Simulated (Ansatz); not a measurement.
H on the (110) surface of HfO2, space group Fm-3m (No. 225) (top face towards +c; held atoms: 1, 2, 3, 4, 5, 6, 7, 8, 9, 10, 11, 12), one molecule per 36.4 Å². Starting structure (open bond down, lowest atom H over a hollow O-O site; the molecule's atoms stand last):

```yaml
crystal:
  lattice:
    - [7.17414, 0.00000, 0.00000]
    - [0.00000, 5.07288, 0.00000]
    - [0.00000, 0.00000, 23.38061]
  atoms:
    - { symbol: Hf, position: [0.25000, 0.50000, 0.34216] }
    - { symbol: Hf, position: [0.75000, 0.50000, 0.34216] }
    - { symbol: O, position: [0.50000, 0.75000, 0.34216] }
    - { symbol: O, position: [0.00000, 0.75000, 0.34216] }
    - { symbol: O, position: [0.50000, 0.25000, 0.34216] }
    - { symbol: O, position: [0.00000, 0.25000, 0.34216] }
    - { symbol: Hf, position: [0.50000, 0.00000, 0.41887] }
    - { symbol: Hf, position: [0.00000, 0.00000, 0.41887] }
    - { symbol: O, position: [0.75000, 0.25000, 0.41887] }
    - { symbol: O, position: [0.25000, 0.25000, 0.41887] }
    - { symbol: O, position: [0.75000, 0.75000, 0.41887] }
    - { symbol: O, position: [0.25000, 0.75000, 0.41887] }
    - { symbol: Hf, position: [0.75000, 0.50000, 0.50420] }
    - { symbol: Hf, position: [0.25000, 0.50000, 0.50420] }
    - { symbol: O, position: [0.00000, 0.74772, 0.49717] }
    - { symbol: O, position: [0.50000, 0.74772, 0.49717] }
    - { symbol: O, position: [0.00000, 0.25228, 0.49717] }
    - { symbol: O, position: [0.50000, 0.25228, 0.49717] }
    - { symbol: Hf, position: [0.00000, 0.00000, 0.56458] }
    - { symbol: Hf, position: [0.50000, 0.00000, 0.56458] }
    - { symbol: O, position: [0.25000, 0.24070, 0.57525] }
    - { symbol: O, position: [0.75000, 0.24070, 0.57525] }
    - { symbol: O, position: [0.25000, 0.75930, 0.57525] }
    - { symbol: O, position: [0.75000, 0.75930, 0.57525] }
    - { symbol: H, position: [0.00000, 0.50000, 0.56713] }
```

These are results of DFT PBE+D3(BJ), scalar-relativistic, plane waves, PAW (Ansatz), not measurements. Cutoff 420 eV; k points 2×3×1 on the computed 25-atom cell (Γ-centred); Gaussian smearing, width 0.05 eV; collinear spin. The cell repeats along c with a dipole correction in the vacuum.

E_ads is per molecule, from the clean relaxed slab and the free relaxed molecule; negative means bound; no zero-point or thermal terms, forces under 0.04 eV/Å, and the free molecule is spin-polarised where open-shell. Heights count from the highest slab atom.

(1) How strongly does it adsorb?

(2) Does the molecule survive, and how close does it come to the surface?

(3) How does the dipole along +c change?

Each end is the local minimum that its start leads to.

## Answers

(1) -0.11 eV.

(2) It stays whole. Its lowest atom lies 1.51 Å over the highest slab atom; shortest contacts H–O 2.69 Å.

(3) The dipole changes by -0.032 e·Å a cell.

The reference crystal is the fluorite-type form of HfO2, which isn't its usual structure.